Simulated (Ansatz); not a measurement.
CdSe:

```
CELL_PARAMETERS angstrom
0.00000 3.07027 3.07027
3.07027 0.00000 3.07027
3.07027 3.07027 0.00000
ATOMIC_POSITIONS crystal
Cd 0.00000 0.00000 0.00000
Se 0.25000 0.25000 0.25000
```

Measurements of this composition are mostly on another form, of space group No. 186.

* Program: Ansatz 0.2.0
* Task: relaxation of cell and atoms
* Functional: PBEsol
* Dispersion: D4
* Potentials or basis: Ansatz PAW
* Cutoff: 420 eV (not typed: the program's choice for these potentials)
* k mesh: 8 × 8 × 8
* Occupations: fermi-dirac, width 0.05 eV
* Spin: no spin polarisation

At the start: volume 28.94 Å³/atom.

How do energy, volume and symmetry change on relaxing?

It ends after 5 steps and the volume is 27.57 Å³/atom (-4.7 %); space group F-43m (No. 216, to 0.05 Å).

The path:
| step | energy change (eV) | largest force (eV/Å) | volume (Å³) |
| --- | --- | --- | --- |
| 1 | 0.0000 | 0.0000 | 57.88 |
| 2 | -0.0196 | 0.0000 | 54.26 |
| 3 | -0.0219 | 0.0000 | 55.22 |
| 4 | -0.0219 | 0.0000 | 55.14 |
| 5 | -0.0214 | 0.0000 | 55.14 |

Final structure:
```yaml
crystal:
  lattice:
    - [0.00000, 3.02098, 3.02098]
    - [3.02098, 0.00000, 3.02098]
    - [3.02098, 3.02098, 0.00000]
  atoms:
    - { symbol: Cd, position: [0.00000, 0.00000, 0.00000] }
    - { symbol: Se, position: [0.25000, 0.25000, 0.25000] }
```

Caveat: the plane-wave basis is chosen anew once the cell has moved, so the energies of steps on either side of that aren't comparable; the PAW data sets come from PBE, with cores solved anew for the run's functional, which leaves a small shift of forces and pressure.
